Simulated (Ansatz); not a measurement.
## ZnS: from a first guess to the relaxed rocksalt type

First guess:

```yaml
crystal:
  lattice:
    - [0.00000, 2.32576, 2.32576]
    - [2.32576, 0.00000, 2.32576]
    - [2.32576, 2.32576, 0.00000]
  atoms:
    - { symbol: Zn, position: [0.00000, 0.00000, 0.00000] }
    - { symbol: S, position: [0.50000, 0.50000, 0.50000] }
```

Method: Ansatz 0.2.0, DFT, PBE, PAW with Ansatz's default frozen-core files, scalar-relativistic.

Cell and atoms relax within the symmetry of the start on a 15×15×15 k mesh with 0.05 eV Fermi–Dirac smearing.

The start is built from a prototype, known or not as a phase of this compound; the cutoff is 420 eV.

Question: What is the pressure of the first guess?

Answer: 44.7 GPa.

Question: What does it relax to?

Answer: a = 5.103 Å, b = 5.103 Å, c = 5.103 Å, α = 90.00°, β = 90.00°, γ = 90.00° (conventional cell), 16.62 Å³ per atom:
```
CELL_PARAMETERS angstrom
0.00000 2.55173 2.55173
2.55173 0.00000 2.55173
2.55173 2.55173 0.00000
ATOMIC_POSITIONS crystal
Zn 0.00000 0.00000 0.00000
S 0.50000 0.50000 0.50000
```

Question: How much energy does the relaxation release?

Answer: 437 meV/atom.
